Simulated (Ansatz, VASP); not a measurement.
## One calculation of Eu, two programs

INCAR

```
SYSTEM = Eu
PREC = Accurate
ENCUT = 520
EDIFF = 1E-7
ISMEAR = 0
SIGMA = 0.05
LREAL = .False.
LASPH = .True.
NELM = 150
ALGO = Normal
ISIF = 2
LWAVE = .False.
LCHARG = .False.
ISPIN = 2
MAGMOM = 7
LORBIT = 11
LMAXMIX = 6
LDAU = .True.
LDAUTYPE = 2
LDAUL = 3
LDAUU = 5
LDAUJ = 0
LDAUPRINT = 1
GGA = PS
NBANDS = 18
```

Contents of KPOINTS:

```
Automatic mesh
0
Gamma
  10 10 10
  0 0 0
```

The input POSCAR:

```
Eu
1.0
   -2.3050001490      2.3050001490      2.3050001490
    2.3050001490     -2.3050001490      2.3050001490
    2.3050001490      2.3050001490     -2.3050001490
Eu
1
Direct
    0.0000000000      0.0000000000      0.0000000000
```

Input for Ansatz:

```yaml
crystal:
  lattice:
    - [-2.305000149, 2.305000149, 2.305000149]
    - [2.305000149, -2.305000149, 2.305000149]
    - [2.305000149, 2.305000149, -2.305000149]
  atoms:
    - { symbol: Eu, position: [0.0, 0.0, 0.0], spin: 7.0 }
basis:
  ecutwfc: 420
  ecutrho_ratio: 4
kpoints:
  mp_grid: { grid: [10, 10, 10] }
hamiltonian:
  xc: pbesol
  hubbard: { sites: [{ species: Eu, l: f, u_eff: 5.0 }] }
scf:
  occupations: { method: gaussian, width: 0.05 }
  lower_state_search: "off"
output:
  forces: true
  stress: true
  eigenvalues: true
  populations: true
  hubbard: { sites: [{ species: Eu, l: f }] }
magnetization:
  spin_polarized: true
checkpoint:
  read: start.run
  write: ck
  compress: false
  write_wavefunctions: false
  write_every: 100000
```

Alike in both runs: task single point; functional PBEsol; k mesh 10 × 10 × 10; occupations gaussian, width 0.05 eV; collinear spin; Hubbard terms Eu f U = 5.0 eV.

|  | VASP | Ansatz |
| --- | --- | --- |
| version | VASP 6.6.1 | Ansatz 0.2.0 |
| potentials or method | VASP PAW PBE potentials, release 64 (Eu) | scalar-relativistic, plane waves, PAW |
| plane-wave cutoff (eV) | 520 | 420 |
| valence electrons in the cell | 17 | 17 |

VASP gave:

- gap on the k mesh at the Fermi level (eV): none
- pressure (GPa): -1.3
- net moment per atom (μB): 7.35
- size of the moment on the site where the two differ most (μB): 6.81

Task: What did Ansatz give for the same quantities?

Result: gap on the k mesh at the Fermi level (eV): none; pressure (GPa): -1.4; net moment per atom (μB): 7.38; size of the moment on the site where the two differ most (μB): 7.15.

Site moments also hang on the region over which each program counts them. The programs project onto different local orbitals, so the same U acts differently. A gap of «none» marks a metal or a gap that the smearing closes. Ansatz warned: «filled_band_counts_differ_across_k_points».

Caveats: the PAW data sets were made with another functional, which shifts forces and pressure a little (VASP); spin-orbit coupling is left out, which moves the levels of the heavy elements. The state reached can hang on the start; a lower one may exist.
